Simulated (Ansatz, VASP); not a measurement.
Two plane-wave programs on C

File INCAR:

```
SYSTEM = C
  ALGO = Normal
  EDIFF = 1E-7
  ENCUT = 520
  GGA = PE
  ISIF = 2
  ISMEAR = -1
  LASPH = .TRUE.
  LCHARG = .FALSE.
  LREAL = .FALSE.
  LWAVE = .FALSE.
  NBANDS = 11
  NELM = 60
  PREC = Accurate
  SIGMA = 0.05
```

The input KPOINTS:

```
k-points
0
G
  13 13 13
  0 0 0
```

Contents of POSCAR:

```
C
1.0
    0.0000000000      1.7616820210      1.7616820210
    1.7616820210      0.0000000000      1.7616820210
    1.7616820210      1.7616820210      0.0000000000
C
2
Direct
    0.5000000000      0.5000000000      0.5000000000
    0.7500000000      0.7500000000      0.7500000000
```

Input for Ansatz:

```yaml
crystal:
  lattice:
    - [0.0, 1.761682021, 1.761682021]
    - [1.761682021, 0.0, 1.761682021]
    - [1.761682021, 1.761682021, 0.0]
  atoms:
    - { symbol: C, position: [0.5, 0.5, 0.5] }
    - { symbol: C, position: [0.75, 0.75, 0.75] }
hamiltonian:
  xc: pbe
  pseudopotentials:
    kind: paw
    azcp:
      C: "pseudopotentials/C.paw.azcp"
basis:
  ecutwfc: 420
  fft_grid_basis: typed
kpoints:
  mp_grid: { grid: [13, 13, 13], shift: [0, 0, 0] }
magnetization:
  spin_polarized: false
scf:
  occupations: { method: fermi_dirac, width: 0.05 }
  lower_state_search: "off"
output:
  stress: true
  write_density: true
  write_potential: true
  elf: true
  volumetric_format: npy
```

Alike in both runs: task single point; functional PBE; k mesh 13 × 13 × 13; occupations fermi-dirac, width 0.05 eV; no spin polarisation.

|  | VASP | Ansatz |
| --- | --- | --- |
| version | VASP 6.6.1 | Ansatz 0.2.0 |
| potentials or method | VASP PAW PBE potentials, release 64 (C) | plane waves (420 eV) with PAW, scalar-relativistic |
| plane-wave cutoff (eV) | 520 | 420 |
| valence electrons in the cell | 8 | 8 |

|  | VASP | Ansatz | Ansatz less VASP |
| --- | --- | --- | --- |
| gap on the k mesh at the Fermi level (eV) | 4.22 | 4.23 | +0.007 |
| pressure (GPa) | 19.9 | 19.0 | -0.84 |

The functional is the same, so the differences come from potentials, cutoffs and numerics.

Caveats: so large a pressure means that the cell lies far from this level's equilibrium, or that cutoff or potentials fall short (VASP); an odd mesh through Γ misses points on the zone boundary, where band edges often lie.
